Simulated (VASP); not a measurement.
TiO: band structure with r2SCAN

The system is TiO.

```xyz
2
Lattice="3.0310 0.0000 0.0000 -1.5155 2.6249 0.0000 0.0000 0.0000 3.2377" Properties=species:S:1:pos:R:3 pbc="T T T"
Ti    1.5155    0.8750    0.0000
O     0.0000    0.0000    1.6188
```

* Program: VASP 6.6.1
* Task: band structure
* Functional: r2SCAN
* Potentials or basis: VASP PAW PBE potentials, release 64 (Ti_sv, O)
* Cutoff: 520 eV
* k mesh: 10 × 10 × 8
* Occupations: fermi-dirac, width 0.05 eV
* Spin: no spin polarisation
* Further INCAR settings: ALGO = Normal; EDIFF = 1e-07

```yaml
Pressure: -39.2 GPa
Band_gap_on_the_k_mesh: 0.17 eV, direct
Band_gap_along_the_path: 0.17 eV, direct
```

Stress tensor (GPa, compression positive):
```
-32.16   0.00   0.00
  0.00 -32.16   0.00
  0.00   0.00 -53.25
```

Levels at the corners of the path, in eV from the valence-band top:
```csv
point,band 7,band 8,band 9,band 10,band 11,band 12
Γ,-4.01,-4.01,-2.42,0.97,1.09,1.09
M,-5.19,-4.04,-1.64,1.42,1.58,2.14
M,-5.19,-4.04,-1.64,1.42,1.58,2.14
K,-5.69,-5.18,-0.08,0.61,0.78,1.01
K,-5.69,-5.18,-0.08,0.61,0.78,1.01
Γ,-4.01,-4.01,-2.42,0.97,1.09,1.09
Γ,-4.01,-4.01,-2.42,0.97,1.09,1.09
A,-3.77,-3.77,0.00,0.17,0.17,1.86
A,-3.77,-3.77,0.00,0.17,0.17,1.86
L,-6.17,-4.72,-0.88,1.27,1.89,2.25
L,-6.17,-4.72,-0.88,1.27,1.89,2.25
H,-6.10,-5.10,-0.39,1.39,1.69,2.33
H,-6.10,-5.10,-0.39,1.39,1.69,2.33
A,-3.77,-3.77,0.00,0.17,0.17,1.86
L,-6.17,-4.72,-0.88,1.27,1.89,2.25
M,-5.19,-4.04,-1.64,1.42,1.58,2.14
K,-5.69,-5.18,-0.08,0.61,0.78,1.01
H,-6.10,-5.10,-0.39,1.39,1.69,2.33
```

Wall time 56 s on 1 thread of Intel(R) Xeon(R) 6975P-C (Granite Rapids) (shared host), peak memory 0.17 GiB.

Caveat: a pressure of tens of GPa on the cell as given is suspect, and the run, the potentials or the cell itself is likely at fault; the PAW data sets were made with another functional, which shifts forces and pressure a little. r2SCAN opens gaps a little over a GGA but as a rule still falls short of measured ones.
